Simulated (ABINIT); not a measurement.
# BN (Qingsongite): G0W0 in ABINIT against the k mesh, part 3 of 3

Wanted: the cheapest k mesh that holds the gap of BN (Qingsongite).

ABINIT 10.8.3; PBE and many-body steps on it, plane waves. Known limits of the many-body steps: not at the basis limit; coarse k mesh.

So far. Step 10 (6×6×6): The gap on the mesh goes from 4.53 eV to 5.99 eV, a correction of +1.45 eV. Step 12 (8×8×8): Against the run before, the gap moves by −0.001 eV.

**14. 10×10×10**

This step: G0W0 on PBE, plane waves, norm-conserving pseudopotentials.

run.abi reads:

```
acell 3*1.0 Angstrom
rprim 
  -0.000000000000 1.807500000000 1.807500000000
  1.807500000000 0.000000000000 1.807500000000
  1.807500000000 1.807500000000 -0.000000000000
ntypat 2
znucl 5 7
natom 2
typat 1 2
xred 
  0.000000000000 0.000000000000 0.000000000000
  0.250000000000 0.250000000000 0.250000000000
pp_dirpath "pseudos"
pseudos "B.upf, N.upf"
ecut 36
ngkpt 10 10 10
nshiftk 1
shiftk 0 0 0
kptopt 1
chksymbreak 0
istwfk *1
occopt 1
irdwfk 1
optdriver 4
nband 58
gwcalctyp 0
ecutsigx 36
symsigma 1
nkptgw 2
kptgw 
  0.0000000000 0.0000000000 0.0000000000
  0.5000000000 0.5000000000 0.0000000000
bdgw 
  2 7
  3 6
ecuteps 9.6
irdscr 1
ppmodel 1
indata_prefix "in"
outdata_prefix "out"
tmpdata_prefix "tmp"
```

Launch:

```bash
OMP_NUM_THREADS=1 mpirun -n 8 abinit run.abi > log
```

The log of the run:

```text
.Version 10.8.3 of ABINIT. v10.8.2 released Aug 2026.

 Symmetries : space group F-4 3 m (#216); Bravais cF (face-center cubic)
[... echo of the input left out ...]
== DATASET  1 ==================================================================
-   mpi_nproc: 8, omp_nthreads: 1 (-1 if OMP is not activated)

--- !DatasetInfo
iteration_state: {dtset: 1, }
dimensions: {natom: 2, nkpt: 47, mband: 58, nsppol: 1, nspinor: 1, nspden: 1, mpw: 869, }
cutoff_energies: {ecut:  36.0, pawecutdg:  -1.0, }
[...]
Band     E0 <VxcDFT>   SigX SigC(E0)      Z dSigC/dE  Sig(E)    E-E0       E
[...]
5  12.755 -12.570  -7.407  -4.415   0.854  -0.170 -11.931   0.639  13.394
        6  17.562 -12.696  -6.785  -5.008   0.851  -0.175 -11.927   0.769  18.331

== END DATASET(S) ==============================================================
================================================================================

 -outvars: echo values of variables after computation  --------
           etotal      0.0000000000E+00
            nband          58
             nkpt          47
          spgroup         216
 [... the other variables as echoed above ...]

 Calculation completed.
```

Run time: 8.3 s. Hardware: 8 MPI ranks of AMD EPYC 7R43, shared host; peak memory 1.4 GiB; 63 s of CPU time.

This step gave:

| Property | Result |
| --- | --- |
| G0W0 gap on the points computed | 5.986 eV |
| starting gap on the mesh | 4.535 eV |
| k of the valence top | 0, 0, 0 |
| k of the conduction bottom | 0.5, 0.5, 0 |
| least direct G0W0 gap on the computed points | 10.92 eV |

Against the run before, the gap moves by −0.002 eV.

**15. Screening, 14×14×14 mesh, 58 bands, screening to 261.2 eV**

This step: RPA screening on PBE, plane waves, norm-conserving pseudopotentials.

Changes to run.abi since step 14:

```diff
@@ -15,3 +15,3 @@
 ecut 36
-ngkpt 10 10 10
+ngkpt 14 14 14
 nshiftk 1
@@ -23,17 +23,8 @@
 irdwfk 1
-optdriver 4
+optdriver 3
 nband 58
-gwcalctyp 0
-ecutsigx 36
-symsigma 1
-nkptgw 2
-kptgw 
-  0.0000000000 0.0000000000 0.0000000000
-  0.5000000000 0.5000000000 0.0000000000
-bdgw 
-  2 7
-  3 6
 ecuteps 9.6
-irdscr 1
-ppmodel 1
+inclvkb 2
+awtr 1
+symchi 1
 indata_prefix "in"
```

The log of the run:

```text
.Version 10.8.3 of ABINIT. v10.8.2 released Aug 2026.

 Symmetries : space group F-4 3 m (#216); Bravais cF (face-center cubic)
[... echo of the input left out ...]
== DATASET  1 ==================================================================
-   mpi_nproc: 8, omp_nthreads: 1 (-1 if OMP is not activated)

--- !DatasetInfo
iteration_state: {dtset: 1, }
dimensions: {natom: 2, nkpt: 104, mband: 58, nsppol: 1, nspinor: 1, nspden: 1, mpw: 869, }
cutoff_energies: {ecut:  36.0, pawecutdg:  -1.0, }
[...]
--------------------------------------------------------------------------------
[... chi0 elements left out ...]
 For q-point:  0.000010 0.000020 0.000030
  dielectric constant =   4.2950
  dielectric constant without local fields =   4.6464

  Average fulfillment of the sum rule on Im[epsilon] for q-point    1 :     84.08  [%]
[... wings left out ...]
  q-point number  2        q = ( 0.071429, 0.000000, 0.000000) [r.l.u.]
--------------------------------------------------------------------------------
[... chi0 elements left out ...]
  Average fulfillment of the sum rule on Im[epsilon] for q-point    2 :     97.34  [%]

 [... 102 further q-points ...]
```

The job ended after 8.7 min (8 MPI ranks; peak memory 3.1 GiB; 69 min of CPU time).

This step gave:

```yaml
eps_infinity_with_local_fields_on_this_mesh_along_the_program_s_q_direction: 4.295
the_same_without_local_fields: 4.646
plasma_frequency: 30.56 eV
plane_waves_in_the_screening_matrix: 113
```

**16. 14×14×14**

This step: G0W0 on PBE, plane waves, norm-conserving pseudopotentials.

Changes to run.abi since step 15:

```diff
@@ -23,8 +23,17 @@
 irdwfk 1
-optdriver 3
+optdriver 4
 nband 58
+gwcalctyp 0
+ecutsigx 36
+symsigma 1
+nkptgw 2
+kptgw 
+  0.0000000000 0.0000000000 0.0000000000
+  0.5000000000 0.5000000000 0.0000000000
+bdgw 
+  2 7
+  3 6
 ecuteps 9.6
-inclvkb 2
-awtr 1
-symchi 1
+irdscr 1
+ppmodel 1
 indata_prefix "in"
```

The log of the run:

```text
.Version 10.8.3 of ABINIT. v10.8.2 released Aug 2026.

 Symmetries : space group F-4 3 m (#216); Bravais cF (face-center cubic)
[... echo of the input left out ...]
== DATASET  1 ==================================================================
-   mpi_nproc: 8, omp_nthreads: 1 (-1 if OMP is not activated)

--- !DatasetInfo
iteration_state: {dtset: 1, }
dimensions: {natom: 2, nkpt: 104, mband: 58, nsppol: 1, nspinor: 1, nspden: 1, mpw: 869, }
cutoff_energies: {ecut:  36.0, pawecutdg:  -1.0, }
[...]
Band     E0 <VxcDFT>   SigX SigC(E0)      Z dSigC/dE  Sig(E)    E-E0       E
[...]
5  12.755 -12.570  -7.415  -4.409   0.855  -0.170 -11.932   0.638  13.393
        6  17.562 -12.696  -6.789  -5.005   0.851  -0.175 -11.928   0.768  18.330

== END DATASET(S) ==============================================================
================================================================================

 -outvars: echo values of variables after computation  --------
           etotal      0.0000000000E+00
            nband          58
             nkpt         104
          spgroup         216
 [... the other variables as echoed above ...]

 Calculation completed.
```

Run time: 19 s. Hardware: 8 MPI ranks; peak memory 2.7 GiB; 2.5 min of CPU time.

Numbers from this step:

- G0W0 gap on the points computed: 5.985 eV
- starting gap on the mesh: 4.535 eV
- k of the valence top: 0, 0, 0
- k of the conduction bottom: 0.5, 0.5, 0
- least direct G0W0 gap on the computed points: 10.92 eV

Against the run before, the gap moves by −0.001 eV.

**17. The runs together**

Times are wall times on 8 MPI ranks of AMD EPYC 7R43, shared host, good to a factor of about two. A run's time includes the screening step that it read.

```
     run      mesh  bands  screening cutoff (eV)  DFT gap (eV)  gap on the mesh (eV)  direct (eV)  ε∞ used   time
   4×4×4     4×4×4     58                  261.2         4.535                 5.938       10.875     4.87  6.6 s
   6×6×6     6×6×6     58                  261.2         4.535                 5.989       10.919     4.39   12 s
   8×8×8     8×8×8     58                  261.2         4.535                 5.988       10.919     4.31   32 s
10×10×10  10×10×10     58                  261.2         4.535                 5.986       10.917     4.30   84 s
14×14×14  14×14×14     58                  261.2         4.535                 5.985       10.916     4.29  9 min
```

**18. Summary of results**

```yaml
4x4x4: 5.938 eV
6x6x6: 5.989 eV
8x8x8: 5.988 eV
10x10x10: 5.986 eV
14x14x14: 5.985 eV
known_limits: not at the basis limit; coarse k mesh
```

The setting moved: k mesh. From 4×4×4 to 14×14×14 the gap moves by +0.05 eV, for 81 times the time. It holds to 0.03 eV from 6×6×6 on. Bands and screening cutoff are coupled, so a series along one setting does not show full convergence. Bands and cutoff are finite, so the gap is not at the basis limit. The miss can reach some tenths of an eV and take either sign; the mesh is an error of its own. In the G0W0 runs levels were corrected at 2 k points alone, so a gap called «on the mesh» is the least over those, and an edge elsewhere would be missed. The 4×4×4 mesh is coarse for this cell, which bears on the long-range parts of exchange and screening.

[Paths, hosts, dates, memory and timing lines, banners, echoed tables and standing remarks are left out of the program output.]

[Logs are printed without paths, hosts, clocks, repeated set-up lines and the standing remarks that a program may print on its own settings, such as how far it seeks lower states.]

[Runs of the session that timed out or met a known fault of the program may be left out.]

[Hosts, paths, dates, database ids (printed as entryN), source tags and the programs' standing remarks are cut or masked in the printed files.]

[G0W0 gaps are taken among the corrected bands and points alone; a level outside them can change the order at an edge.]

[Where Ansatz stands beside ABINIT at settings called matched, ABINIT's density can come from a denser mesh and the files from another edition; pairs whose starting gaps differed by over 0.03 eV were left out, so agreement reads better than it is.]
